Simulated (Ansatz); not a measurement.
# Trial structure types under relaxation

All numbers below come from DFT r2SCAN, scalar-relativistic, plane waves, PAW (Ansatz 0.2.0). All cells share a 500 eV cutoff and Γ-centred k meshes spaced at most 0.3 Å⁻¹ (0.19 for metals, 2π included).

Each formula is placed on the named type at a guessed volume, then cell and atoms relax at zero pressure without lowering the symmetry. Keeping the type says nothing about stability against other structures or lower symmetry. Neighbours of an atom are counted within 25 % of the shortest distance of their pair. The atoms listed around a site end at a clear gap in distance instead, so their number can differ.

Weakly bound directions are ill-defined at this level, which has no dispersion term. Spin–orbit coupling is left out.

Te on the beta-tin type (I4_1/amd, No. 141): does the type hold?

Only loosely: it keeps the symmetry, but the neighbours change from Te 10 Te to Te 6 Te. It has a = 6.390 Å, c = 3.133 Å. Te is coordinated by 6 Te at 3.13–3.29 Å and 4 Te at 3.97 Å.

Does Te keep the iodine type (Cmce, No. 64)?

No, it ends in I4/mmm (No. 139) with a = 2.998 Å, c = 8.230 Å. Around Te lie 4 Te at 3.00 Å.

Does Te keep the simple hexagonal type (P6/mmm, No. 191)?

Yes: a = 3.411 Å, c = 3.076 Å. Te is coordinated by 2 Te at 3.08 Å and 6 Te at 3.41 Å.

Te on the alpha-boron type (R-3m, No. 166): does the type hold?

No. It keeps the space group, but the neighbours change from Te 6.5 Te to Te 4.5 Te, with a = 8.635 Å, c = 20.550 Å. Te on Wyckoff site h (6 atoms of the primitive cell) has 3 Te at 2.91–2.94 Å; Te on Wyckoff site h (6 atoms of the primitive cell) has 2 Te at 2.94 Å, 2 Te at 3.16 Å and 1 Te at 3.56 Å (next Te at 4.19 Å).